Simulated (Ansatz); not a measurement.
**C₄H₆ (singlet): the correlation ladder, 6-31G**

One table from this session's results is given with a row withheld; the runs are named, their logs left out.

Computed with Ansatz 0.2.0, Gaussian basis. Level: 6-31G, core rule «outside noble gas», up to 4 orbitals frozen.

Plan: UHF; CCSD(T) on RHF; BCCD(T) on RHF; CISD; CCSDT(Q) on RHF; CASSCF and MRCISD+Q, 8 electrons in 8 orbitals; CASSCF and NEVPT2, 8 electrons in 8 orbitals.

21 further runs of the same task are left out: 2 that didn't finish, 19 set aside as unsound or not needed.

## The geometry

The geometry is an MP2(full)/6-31G* stationary point (not a proven minimum).

10 atoms, charge 0, spin multiplicity 1.

Atoms are counted from 1 here; the program's logs count them from 0.

Bond lengths: C1–C3 1.492 Å, C1–C4 1.492 Å, C1–H5 1.092 Å, C1–H6 1.088 Å, C2–C3 1.492 Å, C2–C4 1.492 Å, C2–H7 1.092 Å, C2–H8 1.088 Å, C3–C4 1.496 Å, C3–H9 1.080 Å, C4–H10 1.080 Å. Angles: C3–C1–C4 60.2°, C3–C1–H5 119.2°, C3–C1–H6 116.9°, C4–C1–H5 119.2°, C4–C1–H6 116.9°, H5–C1–H6 114.1°, C3–C2–C4 60.2°, C3–C2–H7 119.2°, C3–C2–H8 116.9°, C4–C2–H7 119.2°, C4–C2–H8 116.9°, H7–C2–H8 114.1°, C1–C3–C2 98.6°, C1–C3–C4 59.9°, C1–C3–H9 129.6°, C2–C3–C4 59.9°, C2–C3–H9 129.6°, C4–C3–H9 128.1° and more.

Coordinates:

| atom | x (Å) | y (Å) | z (Å) |
| --- | --- | --- | --- |
| C1 | 0.00000 | 1.13134 | 0.31073 |
| C2 | 0.00000 | -1.13134 | 0.31073 |
| C3 | 0.74795 | 0.00000 | -0.31151 |
| C4 | -0.74795 | 0.00000 | -0.31151 |
| H5 | 0.00000 | 1.23703 | 1.39792 |
| H6 | 0.00000 | 2.07737 | -0.22736 |
| H7 | 0.00000 | -1.23703 | 1.39792 |
| H8 | 0.00000 | -2.07737 | -0.22736 |
| H9 | 1.41441 | 0.00000 | -1.16132 |
| H10 | -1.41441 | 0.00000 | -1.16132 |

Set-up of the first run:

in.yaml

```yaml
crystal:
  periodic: [false, false, false]
  atoms:
    - {symbol: C, position_ang: [0.000000, 1.131343, 0.310730]}
    - {symbol: C, position_ang: [0.000000, -1.131343, 0.310730]}
    - {symbol: C, position_ang: [0.747952, 0.000000, -0.311506]}
    - {symbol: C, position_ang: [-0.747952, 0.000000, -0.311506]}
    - {symbol: H, position_ang: [0.000000, 1.237033, 1.397923]}
    - {symbol: H, position_ang: [0.000000, 2.077375, -0.227362]}
    - {symbol: H, position_ang: [0.000000, -1.237033, 1.397923]}
    - {symbol: H, position_ang: [0.000000, -2.077375, -0.227362]}
    - {symbol: H, position_ang: [1.414410, 0.000000, -1.161320]}
    - {symbol: H, position_ang: [-1.414410, 0.000000, -1.161320]}
basis:
  gaussian: {orbitals: 6-31G}
magnetization: {spin_polarized: true, initial_magnetization: 0}
hamiltonian: {xc: hf}
output: {orbitals: {seedname: orbitals}}
```

Launch:

```bash
$ ansatz run in.yaml --threads 1 --pin off --events-out ev --progress --plain --max-ram 4096MiB --backend cpu
```

Steps of the session up to this table: UHF; CCSD(T) on RHF; BCCD(T) on RHF; CISD; CCSDT(Q) on RHF; CASSCF and MRCISD+Q, 8 electrons in 8 orbitals; CASSCF and NEVPT2, 8 electrons in 8 orbitals.

One table of the session follows, with a row left open; its other results are not shown here.

```
           method  from RCCSDT(Q) (meV)
              RHF              +11128.4
             RMP2               +1384.0
             CISD                     ?
            RCCSD                +344.4
         RCCSD(T)                 +38.9
          BCCD(T)                 +39.6
           RCCSDT                 +25.1
        RCCSDT(Q)                     0
  CASSCF frontier               +8611.5
  NEVPT2 frontier               +1437.1
  MRCISD frontier               +1050.6
MRCISD+Q frontier                +192.6
```

Estimate the missing values for CISD.

The run gave: from RCCSDT(Q) (meV): +1658.8. In the column «from RCCSDT(Q) (meV)» it lies between NEVPT2 frontier (+1437.1) and CASSCF frontier (+8611.5).
